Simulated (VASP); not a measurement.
# Si (Fd-3m) in VASP: notebook

One crystal, Si, is run at these levels: PBEsol; tasks: relaxation of cell and atoms, electrostatic potential.

Everything below comes from runs of VASP 6.6.1. Logs are shortened: lines on timing, memory, paths and dates and some standing lists are left out, and cuts for length are marked.

### Step 1. The structure

Symmetry: Fd-3m, No. 227, cubic system. Conventional cell: a = 5.440 Å, b = 5.440 Å, c = 5.440 Å, α = 90.00°, β = 90.00°, γ = 90.00°. Si (site symmetry -43m) has 4 Si at 2.36 Å as nearest neighbours.

The cell was built by a generator and needn't be a form met in nature.

### Step 2. Relaxation of cell and atoms, PBEsol

Contents of INCAR:

```
ALGO = Normal
EDIFF = 1E-6
EDIFFG = -0.005
ENCUT = 600
GGA = PS
IBRION = 2
ISIF = 3
ISMEAR = 0
LASPH = True
LCHARG = False
LREAL = False
LWAVE = False
NELM = 120
NSW = 40
PREC = Accurate
SIGMA = 0.02
```

Contents of KPOINTS:

```
k-points
0
Gamma
  10 10 10
```

Contents of POSCAR:

```
Si
1.0
    0.0000000000      2.7200000000      2.7200000000
    2.7200000000      0.0000000000      2.7200000000
    2.7200000000      2.7200000000      0.0000000000
Si
2
Direct
    0.0000000000      0.0000000000      0.0000000000
    0.2500000000      0.2500000000      0.2500000000
```

Potentials or basis: VASP PAW PBE potentials, release 64 (Si).

Run with:

```
$ cat potpaw_PBE.64/Si/POTCAR > POTCAR
$ mpirun -np 1 vasp_std > vasp.out
```

OUTCAR:

```text
EDIFF = 1E-6
   EDIFFG = -0.005
   ENCUT = 600
   GGA = PS
   IBRION = 2
   ISIF = 3
   ISMEAR = 0
   LASPH = True
   LREAL = False
   NELM = 120
   NSW = 40
   PREC = Accurate

 ion  position               nearest neighbor table
   1  0.000  0.000  0.000-   2 2.36   2 2.36   2 2.36   2 2.36
   2  0.250  0.250  0.250-   1 2.36   1 2.36   1 2.36   1 2.36

  LATTYP: Found a face centered cubic cell.
 ALAT       =     5.4400000000

  Lattice vectors:

 A1 = (   0.0000000000,   2.7200000000,   2.7200000000)
 A2 = (   2.7200000000,   0.0000000000,   2.7200000000)
 A3 = (   2.7200000000,   2.7200000000,   0.0000000000)

Analysis of symmetry for initial positions (statically):
=====================================================================
 Subroutine PRICEL returns:
 Original cell was already a primitive cell.

 Routine SETGRP: Setting up the symmetry group for a
 face centered cubic supercell.

 Subroutine GETGRP returns: Found 48 space group operations
 (whereof 24 operations were pure point group operations)
 out of a pool of 48 trial point group operations.

The static configuration has the point symmetry T_d .
 The point group associated with its full space group is O_h .

Analysis of symmetry for dynamics (positions and initial velocities):
=====================================================================
 Subroutine PRICEL returns:
 Original cell was already a primitive cell.

 Routine SETGRP: Setting up the symmetry group for a
 face centered cubic supercell.

 Subroutine GETGRP returns: Found 48 space group operations
 (whereof 24 operations were pure point group operations)
 out of a pool of 48 trial point group operations.

The dynamic configuration has the point symmetry T_d .
 The point group associated with its full space group is O_h .

 Subroutine INISYM returns: Found 48 space group operations
 (whereof 24 operations are pure point group operations),
 and found     1 'primitive' translations

----------------------------------------------------------------------------------------

                                     Primitive cell

  volume of cell :      40.2473

  direct lattice vectors                    reciprocal lattice vectors
     0.000000000  2.720000000  2.720000000    -0.183823529  0.183823529  0.183823529
     2.720000000  0.000000000  2.720000000     0.183823529 -0.183823529  0.183823529
     2.720000000  2.720000000  0.000000000     0.183823529  0.183823529 -0.183823529

  length of vectors
     3.846660890  3.846660890  3.846660890     0.318391693  0.318391693  0.318391693

  position of ions in fractional coordinates (direct lattice)
[... 99 lines left out ...]
     AMIX_MAG =   1.60;   BMIX_MAG =  1.00
  volume/ion in A,a.u.               =      20.12       135.80
  Fermi-wavevector in a.u.,A,eV,Ry     =   0.955416  1.805475 12.419671  0.912820
  Thomas-Fermi vector in A             =   2.084252
   LORBIT       =      0    0 simple, 1 ext, 2 COOP (PROOUT), +10 PAW based schemes
   GGA     = PS    functional components
   LHFCALC =     F    Hartree Fock is set to
   AEXX    =    0.0000 exact exchange contribution
   IVDW    =     0    specifies the selected vdW correction
   LEPSILON=     F    determine dielectric tensor
   LRPA    =     F    only Hartree local field effects (RPA)
 conjugate gradient relaxation of ions
 non-spin polarized calculation
 Gauss-broadening in eV      SIGMA  =   0.02
  energy-cutoff  :      600.00
  volume of cell :       40.25
 maximum number of plane-waves:      1363
   NGX = 15   NGY = 15   NGZ = 15

--------------------------------------- Ionic step        1  -------------------------------------------

 number of electron       8.0000000 magnetization

 Free energy of the ion-electron system (eV)
  ---------------------------------------------------
  ext. energy  EPLUGINS =         0.00000000
  ---------------------------------------------------
  free energy    TOTEN  =       -11.49249744 eV

  energy without entropy =      -11.49249744  energy(sigma->0) =      -11.49249744

------------------------ aborting loop because EDIFF is reached ----------------------------------------

  FORCE on cell =-STRESS in cart. coord.  units (eV):
  Direction    XX          YY          ZZ          XY          YZ          ZX
  --------------------------------------------------------------------------------------
  -------------------------------------------------------------------------------------
  Total       -0.0535894     -0.0535894     -0.0535894      0.0000000      0.0000000     -0.0000000
  in kB       -2.1333056     -2.1333056     -2.1333056      0.0000000      0.0000000     -0.0000000
  external PRESSURE =      -2.1333056 kB  Pullay stress =       0.0000000 kB
[... 59 lines left out ...]
--------------------------------------- Ionic step        3  -------------------------------------------

 number of electron       7.9999999 magnetization

 Free energy of the ion-electron system (eV)
  ---------------------------------------------------
  ext. energy  EPLUGINS =         0.00000000
  ---------------------------------------------------
  free energy    TOTEN  =       -11.49256288 eV

  energy without entropy =      -11.49256288  energy(sigma->0) =      -11.49256288

 E-fermi :   5.8488     XC(G=0):  -9.5429

 val. band max:        5.7623130795   @ k =   0.0000   0.0000   0.0000
 cond. band min:       6.2335891392   @ k =   0.4000   0.4000   0.0000
 fundamental gap:      0.4712760597
 Fermi energy:         5.8488058096

 k-point     1 :       0.0000    0.0000    0.0000
  band No.  band energies     occupation
      1      -6.2090      2.00000
      2       5.7623      2.00000
      3       5.7623      2.00000
      4       5.7623      2.00000
      5       8.2785      0.00000
      6       8.2785      0.00000
      7       8.2785      0.00000
      8       9.0551      0.00000
[... 243 lines left out ...]
 k-point    24 :       0.4000    0.3000    0.0000
  band No.  band energies     occupation
      1      -4.0431      2.00000
      2       0.3392      2.00000
      3       2.8796      2.00000
      4       3.3137      2.00000
      5       6.7115      0.00000
      6       7.8986      0.00000
      7      12.6608      0.00000
      8      12.7818      0.00000

 [... further k-points ...]

------------------------ aborting loop because EDIFF is reached ----------------------------------------

  FORCE on cell =-STRESS in cart. coord.  units (eV):
  Direction    XX          YY          ZZ          XY          YZ          ZX
  --------------------------------------------------------------------------------------
  -------------------------------------------------------------------------------------
  Total        0.0014291      0.0014291      0.0014291      0.0000000      0.0000000     -0.0000000
  in kB        0.0570249      0.0570249      0.0570249      0.0000000      0.0000000     -0.0000000
  external PRESSURE =       0.0570249 kB  Pullay stress =       0.0000000 kB
[... 17 lines left out ...]
  FREE ENERGIE OF THE ION-ELECTRON SYSTEM (eV)
  ---------------------------------------------------
  free  energy   TOTEN  =       -11.4925628797 eV

  energy  without entropy=      -11.4925628797  energy(sigma->0) =      -11.49256288

 reached required accuracy - stopping structural energy minimisation
```

OSZICAR:

```text
N       E                     dE             d eps       ncg     rms          rms(c)
DAV:   1     0.742023931190E+01    0.74202E+01   -0.35596E+03   752   0.870E+02
DAV:   2    -0.114427169532E+02   -0.18863E+02   -0.18556E+02  1144   0.853E+01
DAV:   3    -0.117112451374E+02   -0.26853E+00   -0.26853E+00   952   0.124E+01
[... 15 lines left out ...]
       N       E                     dE             d eps       ncg     rms          rms(c)
DAV:   1    -0.114925780500E+02   -0.43478E-04   -0.50317E-04   912   0.129E-01    0.206E-02
DAV:   2    -0.114925682914E+02    0.97586E-05   -0.85850E-06  1000   0.199E-02    0.124E-02
DAV:   3    -0.114925629512E+02    0.53402E-05   -0.10477E-05   904   0.164E-02    0.396E-03
DAV:   4    -0.114925628797E+02    0.71486E-07   -0.88552E-08   432   0.283E-03
   3 F= -.11492563E+02 E0= -.11492563E+02  d E =-.654362E-04
```

CONTCAR:

```text
Si
   1.00000000000000
     0.0000000000000000    2.7178491833550744    2.7178491833550744
     2.7178491833550744    0.0000000000000000    2.7178491833550744
     2.7178491833550744    2.7178491833550744    0.0000000000000000
  Si
     2
Direct
     0.0000000000000000    0.0000000000000000    0.0000000000000000
     0.2500000000000000    0.2500000000000000    0.2500000000000000

  0.00000000E+00  0.00000000E+00  0.00000000E+00
  0.00000000E+00  0.00000000E+00  0.00000000E+00
```

It took 20 s on 1 thread of AMD EPYC 7R13 (Zen 3), shared host; peak memory 0.14 GiB.

What came out:

| Property | Result |
| --- | --- |
| Free energy | -11.4926 eV |
| Relaxed volume | 20.08 Å³/atom |
| Relaxed cell | a = 3.844 Å, b = 3.844 Å, c = 3.844 Å, α = 60.00°, β = 60.00°, γ = 60.00° |
| Space group after relaxing (to 0.05 Å) | Fd-3m (No. 227) |
| Energy gained by relaxing | 0.0 meV/atom |
| Ionic steps | 3 |
| Pressure after relaxing | 0.0 GPa |
| Band gap on the k mesh | 0.47 eV, indirect (least direct gap 2.52 eV) |

Final structure:
```
Si
1.0
     0.00000    2.71785    2.71785
     2.71785    0.00000    2.71785
     2.71785    2.71785    0.00000
Si
2
Direct
  0.00000 0.00000 0.00000
  0.25000 0.25000 0.25000
```

Levels at points of the mesh, in eV from the valence-band top:
| k point | band 1 | band 2 | band 3 | band 4 | band 5 | band 6 | band 7 | band 8 |
| --- | --- | --- | --- | --- | --- | --- | --- | --- |
| (0.00, 0.00, 0.00) | -11.97 | 0.00 | 0.00 | 0.00 | 2.52 | 2.52 | 2.52 | 3.29 |
| (0.50, 0.00, 0.00) | -9.63 | -7.00 | -1.20 | -1.20 | 1.46 | 3.27 | 3.27 | 7.51 |
| (0.50, 0.50, 0.00) | -7.82 | -7.82 | -2.87 | -2.87 | 0.59 | 0.59 | 10.04 | 10.04 |

Caveat: the PAW data sets were made with another functional, which shifts forces and pressure a little. A k mesh can miss the band edges.

[end of part 1 of 2]
